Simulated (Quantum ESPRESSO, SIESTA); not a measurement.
# Birch–Murnaghan line for 4H SiC, QE, PBEsol

Calculated with Quantum ESPRESSO 7.5: PBEsol; plane waves, GBRV 1.5 ultrasoft, 50/300 Ry; k-mesh 8×8×2. The volume is changed in steps from typed lattice constants. V0 = 10.335 Å³ an atom is where a Birch–Murnaghan fit to this level's pressures, the withheld one apart, crosses zero; rows within 2.5 % of V0 are left out, since F is ill-conditioned there. Shape and atoms were relaxed at QE, PBEsol at each point.

| volume (Å³/atom) | pressure (GPa) |
| --- | --- |
| 9.6329 | ? |
| 9.8422 | 11.92 |
| 10.052 | 6.512 |
| 10.68 | -6.846 |
| 10.889 | -10.49 |
| 11.099 | -13.78 |
| 11.308 | -16.76 |

Task: Fit the third-order Birch–Murnaghan equation to the rows given and extrapolate to the withheld row.

Worked fit:

Take the Eulerian strain f = ½[(V0/V)^(2/3) − 1] and the normalised pressure F = P / [3f(1 + 2f)^(5/2)]. The third-order Birch–Murnaghan equation is then the line F = B0 + (3/2)B0(B′ − 4) f, so u = f and v = F.

```
     u = f  v = F (GPa)
 0.0165538      221.256
0.00934104      221.871
-0.0108266      222.634
-0.0171062      222.996
-0.0232166      222.818
-0.0291096      222.967
```

With n = 6: mean u = -0.00906071, mean v = 222.424, Σ(u − ū)² = 0.0016649, Σ(u − ū)(v − v̄) = -0.061548. Slope b = -0.061548 / 0.0016649 = -36.967; intercept a = v̄ − b ū = 222.09.

So B0 = 222.1 GPa and B′ = 4 + 2b/(3a) = 3.89. At the withheld volume f = 0.02401, F = 221.2 GPa, and P = 3f(1 + 2f)^(5/2) F.

Prediction at 9.6329: 17.91 GPa. The run gave 17.89 GPa, so the fit is high by 0.025 GPa (0.14 % of the value).

A fit to this level's energies over the whole scan gives V0 = 10.336 Å³, B0 = 222.0 GPa and B′ = 3.91. Among the rows given, the largest miss of the fit is at 11.308, by 0.015 GPa (0.043 % of the range of the table).

Limits: The nuclei are static. The DFT runs use Fermi–Dirac occupations of width 0.01 eV, and energies are free energies.

[Logs are printed without paths, hosts, clocks, repeated set-up lines and the standing remarks that a program may print on its own settings, such as how far it seeks lower states.]

[Hosts, paths, dates, database ids (printed as entryN), source tags and the programs' standing remarks are cut or masked in the printed files.]
